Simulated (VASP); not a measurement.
# KCl (Fm-3m) in VASP: notebook, part 2 of 2

VASP 6.6.1.

### Step 3. Single point, r2SCAN

This run uses another cell than the first one, of 26.93 Å³/atom, 1.072 times its volume.

File POSCAR:

```
KCl
1.0
    2.9974199974      2.9974199974      0.0000000000
   -2.9974199974      2.9974199974      0.0000000000
    0.0000000000      2.9974199974      2.9974199974
K Cl
1 1
Direct
    0.0000000000      0.0000000000      0.0000000000
    0.5000000000      0.5000000000      0.0000000000
```

File INCAR.step1:

```
SYSTEM = KCl
ALGO = Normal
EDIFF = 1E-4
ENCUT = 520
GGA = PE
ISMEAR = 0
LASPH = .True.
LCHARG = .False.
LREAL = .False.
LWAVE = .True.
NBANDS = 15
NELM = 100
PREC = Accurate
SIGMA = 0.01
```

File INCAR.step2:

```
SYSTEM = KCl
ALGO = Normal
EDIFF = 1E-6
ENCUT = 520
ISIF = 2
ISMEAR = 0
ISTART = 1
LASPH = .True.
LCHARG = .True.
LELF = .True.
LMIXTAU = .True.
LREAL = .False.
LVHAR = .True.
LWAVE = .False.
METAGGA = R2SCAN
NBANDS = 15
NELM = 100
PREC = Accurate
SIGMA = 0.01
```

File KPOINTS:

```
k-points
0
Gamma
  6 6 6
  0 0 0
```

Potentials or basis: VASP PAW PBE potentials, release 64 (K_sv, Cl).

Launch:

```bash
$ cat potpaw_PBE.64/K_sv/POTCAR potpaw_PBE.64/Cl/POTCAR > POTCAR
$ cp INCAR.step1 INCAR
$ mpirun -np 1 vasp_std > vasp.out
$ cp INCAR.step2 INCAR
$ mpirun -np 1 vasp_std > vasp.out
```

OUTCAR:

```text
SYSTEM = KCl
   EDIFF = 1E-6
   ENCUT = 520
   ISIF = 2
   ISMEAR = 0
   ISTART = 1
   LASPH = .True.
   LREAL = .False.
   METAGGA = R2SCAN
   NELM = 100
   PREC = Accurate

 ion  position               nearest neighbor table
   1  0.000  0.000  0.000-   2 3.00   2 3.00   2 3.00   2 3.00   2 3.00   2 3.00
   2  0.500  0.500  0.000-   1 3.00   1 3.00   1 3.00   1 3.00   1 3.00   1 3.00

  LATTYP: Found a face centered cubic cell.
 ALAT       =     5.9948399948

  Lattice vectors:

 A1 = (   0.0000000000,   2.9974199974,   2.9974199974)
 A2 = (   2.9974199974,   0.0000000000,   2.9974199974)
 A3 = (   2.9974199974,   2.9974199974,   0.0000000000)

Analysis of symmetry for initial positions (statically):
=====================================================================
 Subroutine PRICEL returns:
 Original cell was already a primitive cell.

 Routine SETGRP: Setting up the symmetry group for a
 face centered cubic supercell.

 Subroutine GETGRP returns: Found 48 space group operations
 (whereof 48 operations were pure point group operations)
 out of a pool of 48 trial point group operations.

The static configuration has the point symmetry O_h .

[... 165 lines left out ...]
      6      -1.6150      2.00000
      7      -1.6150      2.00000
      8      -1.6150      2.00000
      9       4.7830      0.00000
     10       7.4354      0.00000
     11       7.4355      0.00000
     12       7.4355      0.00000
     13       8.5666      0.00000
     14       8.5666      0.00000
[... 257 lines left out ...]
      2     -14.4338      2.00000
      3     -12.4628      2.00000
      4     -12.3873      2.00000
      5     -12.1823      2.00000
      6      -2.2800      2.00000
      7      -2.1592      2.00000
      8      -2.0336      2.00000
      9       6.1539      0.00000
     10       8.3290      0.00000
     11       9.0703      0.00000
     12      10.0754      0.00000
     13      10.7423      0.00000
     14      11.4697      0.00000
     15      12.3660      0.00000

------------------------ aborting loop because EDIFF is reached ----------------------------------------

  FORCE on cell =-STRESS in cart. coord.  units (eV):
  Direction    XX          YY          ZZ          XY          YZ          ZX
  --------------------------------------------------------------------------------------
  -------------------------------------------------------------------------------------
  Total        1.3476552      1.3476552      1.3476552      0.0000000     -0.0000000      0.0000000
  in kB       40.0882025     40.0882025     40.0882025      0.0000000     -0.0000000      0.0000000
  external PRESSURE =      40.0882025 kB  Pullay stress =       0.0000000 kB

 VOLUME and BASIS-vectors are now :
 -----------------------------------------------------------------------------
  energy-cutoff  :      520.00
  volume of cell :       53.86
      direct lattice vectors                 reciprocal lattice vectors
     2.997419997  2.997419997  0.000000000     0.166810124  0.166810124 -0.166810124
    -2.997419997  2.997419997  0.000000000    -0.166810124  0.166810124 -0.166810124
     0.000000000  2.997419997  2.997419997     0.000000000  0.000000000  0.333620247

 POSITION                                       TOTAL-FORCE (eV/Angst)
 -----------------------------------------------------------------------------------
      0.00000      0.00000      0.00000         0.000000     -0.000000      0.000000
      0.00000      2.99742      0.00000        -0.000000      0.000000      0.000000
 -----------------------------------------------------------------------------------
    total drift:                                0.000000     -0.000000     -0.000000

  FREE ENERGIE OF THE ION-ELECTRON SYSTEM (eV)
  ---------------------------------------------------
  free  energy   TOTEN  =       -16.4121054325 eV

  energy  without entropy=      -16.4121054325  energy(sigma->0) =      -16.41210543
```

OUTCAR.step1:

```text
SYSTEM = KCl
   EDIFF = 1E-4
   ENCUT = 520
   GGA = PE
   ISMEAR = 0
   LASPH = .True.
   LREAL = .False.
[... 497 lines left out ...]
      0.00000      0.00000      0.00000         0.000000      0.000000      0.000000
      0.00000      2.99742      0.00000        -0.000000     -0.000000      0.000000
 -----------------------------------------------------------------------------------
    total drift:                                0.000000     -0.000000     -0.000000

  FREE ENERGIE OF THE ION-ELECTRON SYSTEM (eV)
  ---------------------------------------------------
  free  energy   TOTEN  =        -6.6659902224 eV

  energy  without entropy=       -6.6659902224  energy(sigma->0) =       -6.66599022
```

It took 82 s on 1 thread of AMD EPYC 7R43 (Zen 3), shared host; peak memory 0.14 GiB.

Results:

* Free energy: -16.4121 eV
* Pressure: 4.0 GPa
* Band gap on the k mesh: 6.40 eV, direct

Caveat: the PAW data sets were made with another functional, which shifts forces and pressure a little.

### Step 4. Single point, r2SCAN

This run uses another cell than the first one, of 28.63 Å³/atom, 1.139 times its volume.

File POSCAR:

```
KCl
1.0
    3.0592098715      3.0592098715      0.0000000000
   -3.0592098715      3.0592098715      0.0000000000
    0.0000000000      3.0592098715      3.0592098715
K Cl
1 1
Direct
    0.0000000000      0.0000000000      0.0000000000
    0.5000000000      0.5000000000      0.0000000000
```

File INCAR.step1:

```
ALGO = Normal
EDIFF = 1E-4
ENCUT = 520
GGA = PE
ISMEAR = 0
LASPH = True
LCHARG = False
LREAL = False
LWAVE = True
NBANDS = 15
NELM = 80
PREC = Accurate
SIGMA = 0.01
```

File INCAR.step2:

```
ALGO = Normal
EDIFF = 1E-6
ENCUT = 520
ISIF = 2
ISMEAR = 0
ISTART = 1
LASPH = True
LCHARG = False
LMIXTAU = True
LREAL = False
LWAVE = False
METAGGA = R2SCAN
NBANDS = 15
NELM = 80
PREC = Accurate
SIGMA = 0.01
```

File KPOINTS:

```
k-points
0
Gamma
  6 6 6
```

Launch:

```bash
$ cat potpaw_PBE.64/K_sv/POTCAR potpaw_PBE.64/Cl/POTCAR > POTCAR
$ cp INCAR.step1 INCAR
$ mpirun -np 1 vasp_std > vasp.out
$ cp INCAR.step2 INCAR
$ mpirun -np 1 vasp_std > vasp.out
```

Wall time 100 s (1 thread of AMD EPYC 7R43 (Zen 3), shared host); peak memory 0.15 GiB.

The run converged. Its results:

- Free energy: -16.4762 eV
- Pressure: 2.0 GPa
- Band gap on the k mesh: 6.15 eV, direct

Levels at points of the mesh, in eV from the valence-band top:
```csv
k point,band 5,band 6,band 7,band 8,band 9,band 10,band 11,band 12
"(0.00, 0.00, 0.00)",-10.77,0.00,0.00,0.00,6.15,9.05,9.05,9.05
"(0.50, 0.00, 0.00)",-10.49,-1.20,-0.40,-0.40,8.38,9.58,11.59,11.59
"(0.50, 0.50, 0.00)",-10.84,-0.72,-0.24,-0.24,6.94,9.62,11.23,11.26
```

Caveat: the PAW data sets were made with another functional, which shifts forces and pressure a little. r2SCAN opens gaps a little over a GGA but as a rule still falls short of measured ones.

### Step 5. Single point, r2SCAN

This run uses another cell than the first one, of 28.63 Å³/atom, 1.139 times its volume.

POSCAR is that of step 4.

File INCAR.step1:

```
SYSTEM = KCl
PREC = Accurate ; ENCUT = 520
ISMEAR = 0 ; SIGMA = 0.01
LREAL = .FALSE. ; LASPH = .TRUE.
NELM = 80 ; NBANDS = 15
GGA = PE ; ALGO = Normal
EDIFF = 1E-4 ; LWAVE = .TRUE.
LCHARG = .FALSE.
```

File INCAR.step2:

```
SYSTEM = KCl
PREC = Accurate ; ENCUT = 520
EDIFF = 1E-6 ; ISMEAR = 0
SIGMA = 0.01 ; LREAL = .FALSE.
LASPH = .TRUE. ; NELM = 80
ALGO = Normal ; ISIF = 2
LWAVE = .FALSE. ; LCHARG = .FALSE.
METAGGA = R2SCAN ; LMIXTAU = .TRUE.
NBANDS = 15 ; ISTART = 1
```

File KPOINTS:

```
regular mesh
0
G
  6 6 6
  0 0 0
```

Launch:

```bash
$ cat potpaw_PBE.64/K_sv/POTCAR potpaw_PBE.64/Cl/POTCAR > POTCAR
$ cp INCAR.step1 INCAR
$ mpirun -np 1 vasp_std > vasp.out
$ cp INCAR.step2 INCAR
$ mpirun -np 1 vasp_std > vasp.out
```

It took 1.8 min on 1 thread of AMD EPYC 7R43 (Zen 3), shared host; peak memory 0.15 GiB.

The run converged. Its results:

| Property | Result |
| --- | --- |
| Free energy | -16.4762 eV |
| Pressure | 2.0 GPa |
| Band gap on the k mesh | 6.15 eV, direct |

Levels at points of the mesh, in eV from the valence-band top:
```tsv
k point	band 4	band 5	band 6	band 7	band 8	band 9	band 10	band 11	band 12	band 13
(0.00, 0.00, 0.00)	-10.77	-10.77	0.00	0.00	0.00	6.15	9.05	9.05	9.05	10.15
(0.50, 0.00, 0.00)	-10.78	-10.49	-1.20	-0.40	-0.40	8.38	9.58	11.59	11.59	12.48
(0.50, 0.50, 0.00)	-10.84	-10.84	-0.72	-0.24	-0.24	6.94	9.62	11.23	11.26	11.91
```

Caveat: the PAW data sets were made with another functional, which shifts forces and pressure a little.

### Step 6. Overview

```tsv
cell	gap on the mesh (eV)	pressure (GPa)
a = 4.142 Å, angles 60.0, 60.0, 90.0°, 2 atoms	6.71	7.0
a = 4.239 Å, angles 60.0, 60.0, 90.0°, 2 atoms	6.40	4.0
a = 4.326 Å, angles 60.0, 60.0, 90.0°, 2 atoms	6.15	2.0
```

Alike in all rows: task single point; level r2SCAN; potentials or basis VASP PAW PBE potentials, release 64 (K_sv, Cl); no spin polarisation; k mesh 6 × 6 × 6; cutoff (eV) 520; smearing gaussian 0.01 eV.

Caveats: the PAW data sets were made with another functional, which shifts forces and pressure a little.

Absolute energies hang on the potentials; compare differences alone.

### Step 7. How close it comes

Step 5. A measured gap of KCl is 8.68 eV (a printed reference work, monograph); the calculated 6.15 eV misses it by -2.53 eV. The value is that of r2SCAN, without temperature or zero-point motion.
